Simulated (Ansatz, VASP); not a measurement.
**One calculation of ZnAu, two programs**

```xyz
2
Lattice="3.1884 0.0000 0.0000 0.0000 3.1884 0.0000 0.0000 0.0000 3.1884" Properties=species:S:1:pos:R:3 pbc="T T T"
Zn    1.5942    1.5942    1.5942
Au    0.0000    0.0000    0.0000
```

Change from the starting cell: volume scaled by 1.04, crystal datasets.

Alike in both runs: task electric field gradients; functional PBEsol; k mesh 13 × 13 × 13; occupations fermi-dirac, width 0.05 eV; no spin polarisation.

```csv
,VASP,Ansatz
version,VASP 6.6.1,Ansatz 0.2.0
potentials or method,"VASP PAW PBE potentials, release 64 (Zn, Au), cutoff 520 eV","all-electron PAW with datasets made for the crystal, scalar-relativistic"
```

|  | VASP | Ansatz | Ansatz less VASP |
| --- | --- | --- | --- |
| pressure (GPa) | -6.8 | -6.9 | -0.12 |
| Vzz of the field gradient on the site that differs most (V/Å²) | 0.0 | 0.0 | 0.00 |

Ansatz ran all-electron here, so the differences hold the error of VASP's frozen core and of both bases. Ansatz warned: «gradients_without_spin_orbit».

Caveats: the PAW data sets were made with another functional, which shifts forces and pressure a little (VASP). The runs have no spin-orbit coupling, so splittings on Au are missing.
